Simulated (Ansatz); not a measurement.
## How much do the gradients of SnO2 depend on the method?

Cell: a computed structure from the Materials Project (it need not be an observed phase).

Space group I4/m (No. 87); a = 10.7466, c = 3.2325 Å.

| site | Wyckoff | site symmetry | x | y | z |
| --- | --- | --- | --- | --- | --- |
| Sn | 8h | m.. | 0.1689 | 0.3511 | 0.0000 |
| O5 | 8h | m.. | 0.9570 | 0.6610 | 0.5000 |
| O9 | 8h | m.. | 0.7944 | 0.8451 | 0.0000 |

One atom of each set is listed; the run and its k-mesh use a cell of 12 atoms with edges of 7.77, 7.77, 7.77 Å.

First run. All values are calculated (Ansatz; DFT, PBE, plane waves and PAW, scalar-relativistic, 420 eV cutoff, Γ-centred 8×8×8 k-points, Fermi–Dirac smearing 0.02 eV), not measured.

```csv
site,V_zz (10²¹ V/m²),η
Sn,7.36,0.40
O5,-11.26,0.15
O9,-6.01,0.07
```

Second run. The same atoms and settings, except that the functional is r2SCAN and the cutoff is 500 eV.

Problem. What does the second run give?

Solution. 

```json
{"site": "Sn", "V_zz": "7.13", "η": "0.41", "change of V_zz": "-0.23"}
{"site": "O5", "V_zz": "-11.03", "η": "0.13", "change of V_zz": "+0.23"}
{"site": "O9", "V_zz": "-6.06", "η": "0.08", "change of V_zz": "-0.05"}
```

The largest change of V_zz is on Sn, from 7.36 to 7.13. In per cent, |V_zz| changes by -3 on Sn, -2 to +1 on O (all sites that start above 0.5). Isomer shifts (Sn against SnO₂, from the density at the nucleus and a line fitted to measured compounds for each functional; the lines scatter by about 0.1 mm/s, so smaller changes between functionals mean little): Sn 0.19 → 0.19 mm/s.

Without spin–orbit coupling (the program notes it for Sn) the gradients are little affected as a rule: paired runs on crystals with a gap mostly move them by under 2 % at such atoms.
For the first run: The largest force is 0.3 eV/Å, so the atoms aren't at the calculated equilibrium and relaxing them would move these values.
For the second run: At this cell the r2SCAN pressure is -6 GPa, so with r2SCAN the cell would shrink if it were relaxed. The entry's cell may itself be off. The largest force is 0.8 eV/Å, so the atoms aren't at the calculated equilibrium and relaxing them would move these values. With these PAW files V_zz is typically within 2 to 3 % of all-electron values, but misses above 10 % occur on Sn.
